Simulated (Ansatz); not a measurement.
# A Se vacancy in wurtzite CdSe, 95 atoms, charge +2

All numbers come from Ansatz (PAW, plane waves, no spin–orbit coupling) at the single k point (¼, ¼, ¼) without its symmetry partners. The atoms were relaxed with PBEsol in a fixed cell; other functionals are single points on those atoms unless said otherwise. The valence top and gap of the host come from its small cell on a dense mesh, with the band extrema sought between the mesh points, lined up by the mean potential, PBEsol gap 0.54 eV, HSE06 gap 1.61 eV. The charge correction uses an assumed dielectric constant of 9.5.

Cell: a = 12.907 Å, b = 14.903 Å, c = 14.042 Å, α = 90.00°, β = 90.00°, γ = 90.00°.

Nearest atoms after relaxation, from the placed atom (for vacancies from the middle of the vacant sites): Cd at 3.30 Å, Cd at 3.30 Å, Cd at 3.30 Å, Cd at 3.37 Å.

Chemical potentials μ are those of reference phases of the elements at zero temperature by the same functional (the usual solids, diamond for C, grey Sn, and the molecules H2, N2, O2, F2, Cl2, Br2 and S8).

| functional | E(defect) − E(host) − Σ nμ + q·E_VBM (eV) | monopole (eV) | alignment (eV) | formation energy at E_F = VBM (eV) | moment (μB) | wall time, shared host |
| --- | --- | --- | --- | --- | --- | --- |
| PBEsol | 1.05 | 0.61 | -0.44 | 1.22 | 0 (no spin) | 12 s on NVIDIA GB200 (relaxation) |
| HSE06 | 0.42 | 0.61 | -0.41 | 0.62 | 0 (no spin) | 3 min on NVIDIA GB200 |

HSE06 one-electron levels near the gap (the ten most localised at most), from the host's valence top, not corrected for the charge's images:

```csv
level (eV),spin,filling,atoms sharing it,element of the atom with most weight
-0.29,both,2.00,56.1,spread
-0.27,both,2.00,60.1,spread
-0.08,both,2.00,56.5,spread
-0.01,both,2.00,56.5,spread
```

All elements are taken at their own reference at once; growth conditions in equilibrium with the host shift these energies, by up to the host's formation enthalpy.

One k point and a cell of this size can leave errors of several tenths of an eV in such numbers.
